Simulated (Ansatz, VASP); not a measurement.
One calculation of Pd, two programs

Contents of INCAR:

```
PREC = Accurate ; ENCUT = 520
EDIFF = 1E-6 ; ISMEAR = -1
SIGMA = 0.1 ; LREAL = F
LASPH = T ; NELM = 60
ALGO = Normal ; ISIF = 2
LWAVE = F ; LCHARG = F
GGA = PS ; NBANDS = 11
```

Contents of KPOINTS:

```
regular mesh
0
Gamma
  15 15 15
```

Contents of POSCAR:

```
Pd
1.0
   -1.5722810000      1.5722810000      1.5251125700
    1.5722810000     -1.5722810000      1.5251125700
    1.5722810000      1.5722810000     -1.5251125700
Pd
1
Direct
    0.0000000000      0.0000000000      0.0000000000
```

Input for Ansatz:

```yaml
crystal:
  lattice:
    - [-1.572281, 1.572281, 1.52511257]
    - [1.572281, -1.572281, 1.52511257]
    - [1.572281, 1.572281, -1.52511257]
  atoms:
    - { symbol: Pd, position: [0.0, 0.0, 0.0] }
basis:
  ecutwfc: 520.0
kpoints:
  mp_grid:
    grid: [15, 15, 15]
hamiltonian:
  xc: pbesol
scf:
  occupations:
    method: fermi_dirac
output:
  stress: true
```

This isn't the form of Pd at room conditions, which is fcc.

Alike in both runs: task single point; functional PBEsol; k mesh 15 × 15 × 15; no spin polarisation.

```csv
,VASP,Ansatz
version,VASP 6.6.1,Ansatz 0.2.0
potentials or method,"VASP PAW PBE potentials, release 64 (Pd)","plane waves, PAW"
plane-wave cutoff (eV),520,520
occupations,"fermi-dirac, width 0.1 eV",fermi-dirac
valence electrons in the cell,10,18
```

Ansatz gave:

```
pressure (GPa)                                  : -5.0
largest component of the traceless stress (GPa) : 0.58
```

**Question.** What did VASP give for the same quantities?

**Answer.** Pressure (GPa): -5.3; largest component of the traceless stress (GPa): 0.58.

The two sets of potentials don't hold the same shells in valence.

Caveats: the PAW data sets were made with another functional, which shifts forces and pressure a little (VASP).
